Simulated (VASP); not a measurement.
A run of VASP 6.6.1 is set up as follows.

The input INCAR:

```
SYSTEM = EuO
PREC = Accurate
ENCUT = 520
EDIFF = 1E-6
ISMEAR = 1
SIGMA = 0.1
LREAL = .FALSE.
LASPH = .TRUE.
NELM = 150
ALGO = Fast
ISIF = 2
LWAVE = .FALSE.
LCHARG = .FALSE.
ISPIN = 2
MAGMOM = 4.9 0
LORBIT = 11
LMAXMIX = 6
GGA = PS
NBANDS = 22
```

File KPOINTS:

```
Automatic mesh
0
G
  9 9 9
  0 0 0
```

The input POSCAR:

```
EuO
1.0
    0.0000000000      2.5546880705      2.5546880705
    2.5546880705      0.0000000000      2.5546880705
    2.5546880705      2.5546880705      0.0000000000
Eu O
1 1
Direct
    0.0000000000      0.0000000000      0.0000000000
    0.5000000000      0.5000000000      0.5000000000
```

Potentials or basis: VASP PAW PBE potentials, release 64 (Eu, O).

Command:

```bash
$ cat potpaw_PBE.64/Eu/POTCAR potpaw_PBE.64/O/POTCAR > POTCAR
$ mpirun -np 1 vasp_std > vasp.out
```

(1) Estimate the net moment.

(2) Predict the pressure.

(3) Predict the band gap on the k mesh.

Answers

(1) 6.96 μB per cell.

(2) -8.1 GPa.

(3) none (metal or under the smearing width).

Caveat: the PAW data sets were made with another functional, which shifts forces and pressure a little; spin-orbit coupling is left out, which moves the levels of the heavy elements; a cell with one magnetic atom can't hold antiferromagnetic order, which such compounds often take; without U or exact exchange the open f shell lies at the Fermi level, which spoils levels, moments and volumes.

The gap isn't set beside the measured one, since this odd mesh misses points on the zone boundary.
